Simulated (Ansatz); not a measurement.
The system is SiC (Moissanite).

```
Si C
1.0
     3.07600    0.00000    0.00000
    -1.53800    2.66389    0.00000
     0.00000    0.00000    5.04800
Si C
2 2
Cartesian
  1.5380 0.8880 2.5240
  0.0000 1.7759 0.0000
  1.5380 0.8880 4.4675
  0.0000 1.7759 1.9435
```

- Program: Ansatz 0.2.0
- Task: relaxation of cell and atoms
- Functional: BLYP
- Dispersion: D4
- Potentials or basis: Ansatz PAW
- Cutoff: 420 eV (not typed: the program's choice for these potentials)
- k mesh: 10 × 10 × 5
- Occupations: fermi-dirac, width 0.05 eV
- Spin: no spin polarisation

At the start: volume 10.34 Å³/atom.

Q: Where does the relaxation end?

A: It ends after 5 steps and the volume is 10.30 Å³/atom (-0.4 %); space group P6_3mc (No. 186, to 0.05 Å).

The path:
```tsv
step	energy change (eV)	largest force (eV/Å)	volume (Å³)
1	0.0000	0.7373	41.36
2	-0.0207	0.3961	41.31
3	-0.0365	0.0008	41.19
4	-0.0364	0.0003	41.21
5	-0.0361	0.0003	41.21
```

Final structure:
```cif
data_structure
_symmetry_space_group_name_H-M 'P 1'
_symmetry_Int_Tables_number 1
_cell_length_a 3.0713
_cell_length_b 3.0713
_cell_length_c 5.0450
_cell_angle_alpha 90.000
_cell_angle_beta 90.000
_cell_angle_gamma 120.000
_cell_volume 41.21
loop_
_atom_site_label
_atom_site_type_symbol
_atom_site_fract_x
_atom_site_fract_y
_atom_site_fract_z
_atom_site_occupancy
Si1 Si 0.66667 0.33333 0.50467 1
Si2 Si 0.33333 0.66667 0.00467 1
C1 C 0.66667 0.33333 0.88033 1
C2 C 0.33333 0.66667 0.38033 1
```

Caveat: the plane-wave basis is chosen anew once the cell has moved, so the energies of steps on either side of that aren't comparable; the pressure holds a Pulay correction of +0.4 GPa for the finite cutoff; the PAW data sets come from PBE, with cores solved anew for the run's functional, which leaves a small shift of forces and pressure.
